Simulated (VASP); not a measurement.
# Al (Fm-3m) in VASP: notebook, part 3 of 3

VASP 6.6.1. The steps go on from the part before.

## 6. Relaxation of cell and atoms, RPBE

The input, INCAR:

```
PREC = Accurate ; ENCUT = 600
EDIFF = 1E-7 ; ISMEAR = 0
SIGMA = 0.1 ; LREAL = False
LASPH = True ; NELM = 100
ALGO = Fast ; ISIF = 3
LWAVE = False ; LCHARG = False
GGA = RP ; IBRION = 2
NSW = 90 ; EDIFFG = -0.005
```

The input, KPOINTS:

```
Automatic mesh
0
Gamma
  18 18 18
```

The input, POSCAR:

```
Al
1.0
    0.0000000000      2.0248050000      2.0248050000
    2.0248050000      0.0000000000      2.0248050000
    2.0248050000      2.0248050000      0.0000000000
Al
1
Direct
    0.0000000000      0.0000000000      0.0000000000
```

Potentials or basis: VASP PAW PBE potentials, release 64 (Al).

Run with:

```sh
cat potpaw_PBE.64/Al/POTCAR > POTCAR
mpirun -np 1 vasp_std > vasp.out
```

OUTCAR:

```text
PREC = Accurate
   ENCUT = 600
   EDIFF = 1E-7
   ISMEAR = 0
   LREAL = False
   LASPH = True
   NELM = 100
   ISIF = 3
   GGA = RP
   IBRION = 2
   NSW = 90
   EDIFFG = -0.005

 ion  position               nearest neighbor table
   1  0.000  0.000  0.000-

  LATTYP: Found a face centered cubic cell.
 ALAT       =     4.0496100000

  Lattice vectors:

 A1 = (   0.0000000000,   2.0248050000,   2.0248050000)
 A2 = (   2.0248050000,   0.0000000000,   2.0248050000)
 A3 = (   2.0248050000,   2.0248050000,   0.0000000000)

Analysis of symmetry for initial positions (statically):
=====================================================================
 Subroutine PRICEL returns:
 Original cell was already a primitive cell.

 Routine SETGRP: Setting up the symmetry group for a
 face centered cubic supercell.

 Subroutine GETGRP returns: Found 48 space group operations
 (whereof 48 operations were pure point group operations)
 out of a pool of 48 trial point group operations.

The static configuration has the point symmetry O_h .

Analysis of symmetry for dynamics (positions and initial velocities):
=====================================================================
 Subroutine PRICEL returns:
 Original cell was already a primitive cell.

 Routine SETGRP: Setting up the symmetry group for a
 face centered cubic supercell.

 Subroutine GETGRP returns: Found 48 space group operations
 (whereof 48 operations were pure point group operations)
 out of a pool of 48 trial point group operations.

The dynamic configuration has the point symmetry O_h .

 Subroutine INISYM returns: Found 48 space group operations
 (whereof 48 operations are pure point group operations),
 and found     1 'primitive' translations
[... 120 lines left out ...]
   AEXX    =    0.0000 exact exchange contribution
   IVDW    =     0    specifies the selected vdW correction
   LEPSILON=     F    determine dielectric tensor
   LRPA    =     F    only Hartree local field effects (RPA)
 conjugate gradient relaxation of ions
 non-spin polarized calculation
 RMM-DIIS sequential band-by-band and
 Gauss-broadening in eV      SIGMA  =   0.10
  energy-cutoff  :      600.00
  volume of cell :       16.60
 maximum number of plane-waves:       568
   NGX = 11   NGY = 11   NGZ = 11

--------------------------------------- Ionic step        1  -------------------------------------------

 number of electron       3.0000000 magnetization

 Free energy of the ion-electron system (eV)
  ---------------------------------------------------
  ext. energy  EPLUGINS =         0.00000000
  ---------------------------------------------------
  free energy    TOTEN  =        -3.50630880 eV

  energy without entropy =       -3.50331304  energy(sigma->0) =       -3.50481092

------------------------ aborting loop because EDIFF is reached ----------------------------------------

  FORCE on cell =-STRESS in cart. coord.  units (eV):
  Direction    XX          YY          ZZ          XY          YZ          ZX
  --------------------------------------------------------------------------------------
  -------------------------------------------------------------------------------------
  Total        0.0776898      0.0776898      0.0776898     -0.0000000      0.0000000     -0.0000000
  in kB        7.4971281      7.4971281      7.4971281     -0.0000000      0.0000000     -0.0000000
  external PRESSURE =       7.4971281 kB  Pullay stress =       0.0000000 kB
[... 57 lines left out ...]
--------------------------------------- Ionic step        3  -------------------------------------------

 number of electron       3.0000000 magnetization

 Free energy of the ion-electron system (eV)
  ---------------------------------------------------
  ext. energy  EPLUGINS =         0.00000000
  ---------------------------------------------------
  free energy    TOTEN  =        -3.50668689 eV

  energy without entropy =       -3.50374008  energy(sigma->0) =       -3.50521349

 E-fermi :   7.9207     XC(G=0): -10.0828

 val. band max:        7.9135565639   @ k =  -0.2778   0.2778   0.0556
 cond. band min:       7.9226851885   @ k =  -0.2778   0.5000   0.2222
 fundamental gap:      0.0091286246
 Fermi energy:         7.9206527396

 k-point     1 :       0.0000    0.0000    0.0000
  band No.  band energies     occupation
      1      -3.0992      2.00000
      2      20.4371      0.00000
      3      20.4371      0.00000
      4      20.4371      0.00000
      5      21.9374      0.00000
[... 177 lines left out ...]
 k-point    24 :      -0.2222    0.0556    0.0000
  band No.  band energies     occupation
      1      -1.4745      2.00000
      2      11.7358      0.00000
      3      17.1352      0.00000
      4      19.9653      0.00000
      5      21.6973      0.00000

 [... further k-points ...]

------------------------ aborting loop because EDIFF is reached ----------------------------------------

  FORCE on cell =-STRESS in cart. coord.  units (eV):
  Direction    XX          YY          ZZ          XY          YZ          ZX
  --------------------------------------------------------------------------------------
  -------------------------------------------------------------------------------------
  Total        0.0001479      0.0001479      0.0001479      0.0000000     -0.0000000      0.0000000
  in kB        0.0141365      0.0141365      0.0141365      0.0000000     -0.0000000      0.0000000
  external PRESSURE =       0.0141365 kB  Pullay stress =       0.0000000 kB
[... 16 lines left out ...]
  FREE ENERGIE OF THE ION-ELECTRON SYSTEM (eV)
  ---------------------------------------------------
  free  energy   TOTEN  =        -3.5066868859 eV

  energy  without entropy=       -3.5037400846  energy(sigma->0) =       -3.50521349

 reached required accuracy - stopping structural energy minimisation
```

OSZICAR:

```text
N       E                     dE             d eps       ncg     rms          rms(c)
DAV:   1    -0.980283478745E+00   -0.98028E+00   -0.97371E+02  1980   0.385E+02
DAV:   2    -0.350229162568E+01   -0.25220E+01   -0.22812E+01  2430   0.340E+01
DAV:   3    -0.352735619528E+01   -0.25065E-01   -0.24920E-01  2640   0.398E+00
[... 17 lines left out ...]
   2 F= -.35066790E+01 E0= -.35052102E+01  d E =-.370203E-03
       N       E                     dE             d eps       ncg     rms          rms(c)
DAV:   1    -0.350668699038E+01   -0.80462E-05   -0.93663E-05  2575   0.606E-02    0.105E-02
RMM:   2    -0.350668685328E+01    0.13710E-06   -0.48589E-07  1805   0.704E-03    0.431E-03
RMM:   3    -0.350668688587E+01   -0.32583E-07   -0.12118E-07  1312   0.316E-03
   3 F= -.35066869E+01 E0= -.35052135E+01  d E =-.378085E-03
```

Wall time 9.3 s (1 thread of Intel Xeon 6975P-C (Granite Rapids), shared host); peak memory 0.15 GiB.

What came out:

* Free energy: -3.5067 eV
* Relaxed volume: 16.77 Å³/atom
* Relaxed cell: a = 2.873 Å, b = 2.873 Å, c = 2.873 Å, α = 60.00°, β = 60.00°, γ = 60.00°
* Space group after relaxing (to 0.05 Å): Fm-3m (No. 225)
* Energy gained by relaxing: 0.4 meV/atom
* Ionic steps: 3
* Pressure after relaxing: 0.0 GPa
* Band gap on the k mesh: none (metal or under the smearing width)

The path:
```csv
step,energy change (eV),largest force (eV/Å),pressure (GPa),volume (Å³)
1,0.0000,0.0000,0.75,16.60
2,-0.0004,0.0000,-0.10,16.79
3,-0.0004,0.0000,0.00,16.77
```

Final structure:
```
Al
1.0
     0.00000    2.03144    2.03144
     2.03144    0.00000    2.03144
     2.03144    2.03144    0.00000
Al
1
Direct
  0.00000 0.00000 0.00000
```

Caveat: the PAW data sets were made with another functional, which shifts forces and pressure a little.

## 7. The runs side by side

```tsv
task	level	cell	k mesh	cutoff (eV)	mesh quality	gap on the mesh (eV)	pressure (GPa)	relaxed volume (Å³/atom)
relaxation of cell and atoms	PBEsol	relaxed	6 × 6 × 6	600	coarse	none	0.0	16.30
single point	PBEsol	as given	18 × 18 × 18	520	not flagged	none	-1.9	-
relaxation of cell and atoms	PBEsol	relaxed	18 × 18 × 18	580	not flagged	none	0.0	16.19
relaxation of cell and atoms	PBEsol	relaxed	18 × 18 × 18	480	not flagged	none	0.0	16.19
relaxation of cell and atoms	RPBE	relaxed	18 × 18 × 18	600	not flagged	none	0.0	16.77
```

Alike in all rows: potentials or basis VASP PAW PBE potentials, release 64 (Al); no spin polarisation; smearing gaussian 0.1 eV.

Caveats: some runs use coarse meshes; the PAW data sets were made with another functional, which shifts forces and pressure a little.

Absolute energies hang on the potentials; compare differences alone.
